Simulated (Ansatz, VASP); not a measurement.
Two plane-wave programs on Ga

File INCAR:

```
SYSTEM = Ga
PREC     = Accurate       ! precision mode
ENCUT    = 520            ! plane-wave cutoff, eV
EDIFF    = 1E-6           ! SCF threshold, eV
ISMEAR   = 0              ! smearing method
SIGMA    = 0.05           ! smearing width, eV
LREAL    = .False.        ! projectors in reciprocal space
LASPH    = .True.         ! aspherical terms in the spheres
NELM     = 80             ! most SCF steps
ALGO     = Normal         ! electronic algorithm
ISIF     = 2              ! what is computed and relaxed
LWAVE    = .False.        ! write WAVECAR
LCHARG   = .False.        ! write CHGCAR
GGA      = PE             ! functional
NBANDS   = 12             ! bands
```

KPOINTS

```
regular mesh
0
Gamma
  8 8 8
  0 0 0
```

File POSCAR:

```
Ga
1.0
    0.0000000000      2.1190890629      2.1190890629
    2.1190890629      0.0000000000      2.1190890629
    2.1190890629      2.1190890629      0.0000000000
Ga
1
Direct
    0.0000000000      0.0000000000      0.0000000000
```

Input for Ansatz:

```yaml
crystal:
  lattice:
    - [0.0, 2.1190890629, 2.1190890629]
    - [2.1190890629, 0.0, 2.1190890629]
    - [2.1190890629, 2.1190890629, 0.0]
  atoms:
    - { symbol: Ga, position: [0.0, 0.0, 0.0] }
basis:
  ecutwfc: 420
  ecutrho_ratio: 4
kpoints:
  mp_grid: { grid: [8, 8, 8] }
hamiltonian:
  xc: pbe
scf:
  occupations: { method: gaussian, width: 0.05 }
output:
  forces: true
  stress: true
  eigenvalues: true
```

Alike in both runs: task single point; functional PBE; k mesh 8 × 8 × 8; occupations gaussian, width 0.05 eV; no spin polarisation.

|  | VASP | Ansatz |
| --- | --- | --- |
| version | VASP 6.6.1 | Ansatz 0.2.0 |
| potentials or method | VASP PAW PBE potentials, release 64 (Ga_d) | scalar-relativistic, plane waves, PAW |
| plane-wave cutoff (eV) | 520 | 420 |
| valence electrons in the cell | 13 | 13 |

Ansatz gave:

```
gap on the k mesh at the Fermi level (eV) : none
pressure (GPa)                            : 0.0
```

Problem. Estimate VASP's values.

Solution. gap on the k mesh at the Fermi level (eV): none; pressure (GPa): 0.1.

A gap of «none» marks a metal or a gap that the smearing closes. With one functional, cell and mesh, what is left measures potentials, basis and numerics.
